## Tetragonal distortion of B2 TiCo

Reshaping this crystal at fixed volume costs tens to hundreds of meV per atom over the known points. The pressure differs between these points by a few GPa, and the magnetic moments stay below 1 μB per cell. The axial ratio is the length along one cube axis relative to the lengths across it, set to 1 for the starting cube. The open question is what happens at 1.414, where the atoms reach the sites of an fcc lattice.

B2 TiCo (cubic a = 2.986 Å, not relaxed at this level) is deformed tetragonally along [001] at fixed volume and fractional coordinates. Ansatz 0.2.0 ran scalar-relativistic, spin-polarised (collinear) PBEsol with plane-wave PAW, a 420 eV cutoff, an 18×18×18 k mesh and 0.15 eV Gaussian smearing. Energies are free energies relative to the cube; pressure is positive in compression.

| axial ratio (over its starting value) | energy change (meV/atom) | pressure (GPa) | total moment (Bohr magneton a cell) |
| --- | --- | --- | --- |
| 0.707 | 380.0 | -4.03 | 0.369 |
| 0.78 | 188.6 | -7.62 | 0 |
| 0.85 | 69.9 | -8.96 | 0 |
| 1 | 0.0 | -7.63 | 0.796 |
| 1.2 | 53.6 | -9.78 | 0 |
| 1.414 | ? | ? | ? |

### What symmetry fixes

A bcc metal of a single element, such as tungsten, is a useful guide to the geometry. Stretched to 1.414 it becomes cubic again, now as fcc, so its energy curve must be flat there as well as at the start. In TiCo the sites follow the same path, but Ti and Co then lie in alternate layers and the crystal stays tetragonal. Symmetry therefore demands a flat point at the starting cube and none at 1.414.

### Why squeezing costs more

Stretching to 1.2 costs less than squeezing to 0.85, although it is the larger distortion on a logarithmic scale. The geometry suggests why. Squeezing drives each atom towards two like neighbours along the axis, while stretching brings four like neighbours closer in the plane, each at half the logarithmic rate. Because repulsion steepens as atoms approach, two contacts that close quickly should cost more than four that close slowly. Titanium is the larger atom, so the Ti–Ti contacts are expected to feel the crowding first. The calculation does not divide the energy among the contacts, so this cause is argued and not measured.

The simplest energy curve with these properties has no linear term in x, the natural logarithm of the axial ratio. It is E = a x² + b x³, where E is the energy change, a sets the cost common to squeezing and stretching, and b the difference between them. Both constants were fitted to the four known distorted points. At 1.414, which was not part of the fit, x = 0.346 and

E = 2212 × 0.1200 − 2821 × 0.0416 ≈ 265 − 117 = 148 meV/atom.

A crude count of contacts leads to a similar value. At 0.85 each atom has two like neighbours at 2.68 Å, and at 1.414 it has four at 2.66 Å. Doubling the cost at 0.85 gives about 140 meV/atom. This count ignores the Ti–Co bonds.

### Moment and pressure

The moment does not follow the distortion in any simple way: it is present at 0.707 and 1 and absent at the other known points. The energy zero is therefore a magnetic state, and the costs of the non-magnetic points include the loss of the moment. The fitted energy curve has no separate term for that loss. TiCo is known as a paramagnet without magnetic order, so the moment of the cube may be an error of the functional. The negative pressure shows that the cell is larger than this level of theory prefers, which may also favour a moment.

The pressure may carry a trace of this change of state. At ratio 1 it lies 1.3 GPa above the value at 0.85 and 2.1 GPa above that at 1.2, both non-magnetic. A moment that gains from a larger volume pushes outwards, the usual magnetovolume effect. A distortion that costs more in a smaller cell pushes outwards too.

The pressure was therefore modelled as a constant plus one term proportional to the energy change and one to the square of the moment. With three constants for five known points, a good fit is weak evidence for these causes. The forecast for 1.414 used the predicted energy and a moment of zero.

### Forecasts for axial ratio 1.414

- **Energy change:** about 150 meV/atom, range 80 to 230, and above the value at 1.2.
- **Pressure:** about −8 GPa, range −12 to −5.
- **Total moment:** zero as the best guess, range 0 to 0.8 μB per cell.

The ranges are judgements. They allow for other forms of the energy curve and for a moment that might return. The moment forecast is a guess, since the known points offer no rule for it.

The withheld rows as computed:

| axial ratio (over its starting value) | energy change (meV/atom) | pressure (GPa) | total moment (Bohr magneton a cell) |
| --- | --- | --- | --- |
| 1.414 | 211.2 | -9.40 | 0.022 |

### Hits and misses

All three results fall within their ranges, but the energy does so only near the upper end. The fitted curve is 63 meV/atom too low, or 30 % of the computed energy change. Its cubic term was set by three squeezed points and a single stretched one, and it made the crystal soften too much on further stretching. In the calculation the cost rises about fourfold from 1.2 to 1.414, slightly faster than the square of x. Adding a fourth-power term would have made the forecast worse, at 92 meV/atom.

The asymmetry itself survives. The ratios 0.707 and 1.414 are almost equal and opposite distortions in x, and the squeezed one costs 1.8 times as much. The fitted curve had implied a factor of about 2.6 (380/148).

The contact count also falls short, and the bonds it ignored offer a possible reason. At 0.85 the Ti–Co distance is still within 0.02 Å of its value in the cube, whereas at 1.414 it has grown by 0.07 Å. Weakening eight bonds between unlike atoms could add to the cost of crowding like ones. No calculation here separates the two contributions.

The moment is practically zero, as guessed. The pressure forecast is 1.3 GPa too high, and it looks better than the model deserves. With the computed energy and moment put in, the same formula misses by 2.2 GPa, so the low energy forecast had hidden part of its error.

The fault lies in using one link between energy and pressure for both directions. From 0.85 to 0.78 the energy rises by 119 meV/atom and the pressure by 1.3 GPa. From 1.2 to 1.414 the energy rises by 158 meV/atom, yet the pressure by only 0.4 GPa. Pressure measures how energy responds to volume, so the extra cost of stretching depends much less on volume than the extra cost of squeezing. The fit, dominated by squeezed points, could not reveal this.

At this volume the fcc-like arrangement lies about 0.2 eV per atom above the cube. Possible lower magnetic states were not tested. Extrapolating to zero smearing shifts the energy changes by less than 4 meV/atom, but the effect of smearing on the moments is unknown. The PBEsol runs also used PAW datasets made for PBE, so all the results carry an error of unknown size.

The fcc-like arrangement is not a second minimum on this path. One energy gives no slope, but the stress from the same calculation does. At 1.414 the crystal is under a tension of about 25 GPa along the axis and less than 2 GPa across it. Shortening the axis at fixed volume therefore lowers the energy, and the crystal would start back towards the cube. In a single-element bcc metal symmetry would make this difference in stress vanish at 1.414. Here the alternate layers of Ti and Co allow it. The fits and interatomic distances are printed below.

Output of the analysis:

```
Distances in angstrom:
    row  ln ratio  like atoms along axis (2)  like atoms in plane (4)  Ti-Co (8)
  0.707   -0.3467                       2.37                    3.352       2.65
   0.78   -0.2485                       2.53                    3.244      2.619
   0.85   -0.1625                      2.679                    3.152      2.601
    1.0         0                      2.986                    2.986      2.586
    1.2    0.1823                      3.372                     2.81      2.606
  1.414    0.3464                      3.762                     2.66       2.66
fit of energy_change on 4 rows (abs(strain) > 0.01): coefficient of strain**2 2212 +/- 126, coefficient of strain**3 -2821 +/- 397; rms 4.94, worst 0.78 -8.75, leave-one-out rms 16.9
  rows outside the fit (model, value, miss): 1.0 0, 0, 0; 1.414 148.2, 211.2, -63
fit of energy_change on 4 rows (abs(strain) > 0.01): coefficient of strain**2 2339 +/- 130, coefficient of strain**3 -3462 +/- 527, coefficient of strain**4 -3111 +/- 2070; rms 2.74, worst 0.85 4.58, leave-one-out rms 65.1
  rows outside the fit (model, value, miss): 1.0 0, 0, 0; 1.414 92.03, 211.2, -119
fit of pressure on 5 rows: constant -10.34 +/- 0.24, coefficient of ein 0.015 +/- 0.0011, coefficient of min2 4.286 +/- 0.58; rms 0.191, worst 0.85 -0.331, leave-one-out rms 0.637
  rows outside the fit (model, value, miss): 1.414 -8.117, -9.4, 1.28
Crude contact estimate at 1.414, twice the cost at 0.85, meV/atom: 139.8
Pressure at 1 less that at 0.85, GPa: 1.33
Pressure at 1 less that at 1.2, GPa: 2.15
Computed moment at 1.414, Bohr magneton a cell (forecast zero): 0.022
Computed energy at 1.414 less that at 1.2, meV/atom: 157.6
Computed energy at 0.707 over that at 1.414: 1.799
Pressure formula at 1.414 with the computed energy and moment put in afterwards, GPa: -7.17
```
